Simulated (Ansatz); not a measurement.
Crystal: I.

```xyz
1
Lattice="0.0000 2.3656 3.9098 2.1922 0.0000 3.9098 2.1922 2.3656 0.0000" Properties=species:S:1:pos:R:3 pbc="T T T"
I     0.0000    0.0000    0.0000
```

| Property | Result |
| --- | --- |
| Program | Ansatz 0.2.0 |
| Task | relaxation of cell and atoms |
| Functional | PBE |
| Dispersion | D4 |
| Potentials or basis | all-electron LAPW, scalar-relativistic |
| Basis error allowed | 0.001 eV/atom |
| k mesh | 9 × 9 × 9 |
| Occupations | fermi-dirac, width 0.05 eV |
| Spin | no spin polarisation |

At the start: volume 40.55 Å³/atom.

Task: Where does the relaxation end?

Result: Over 7 steps the energy falls by 12.6 meV/atom and the volume is 37.11 Å³/atom (-8.5 %); space group Fmmm (No. 69, to 0.05 Å).

Step by step:
```csv
step,energy change (eV),largest force (eV/Å),volume (Å³)
1,0.0000,0.0000,40.55
2,-0.0071,0.0000,39.04
3,-0.0115,0.0000,37.03
4,-0.0125,0.0000,37.23
5,-0.0126,0.0000,37.14
6,-0.0126,0.0000,37.11
7,-0.0126,0.0000,37.11
```

Final structure:
```xyz
1
Lattice="0.0000 2.2933 3.6356 2.2255 0.0000 3.6356 2.2255 2.2933 0.0000" Properties=species:S:1:pos:R:3 pbc="T T T"
I     0.0000    0.0000    0.0000
```
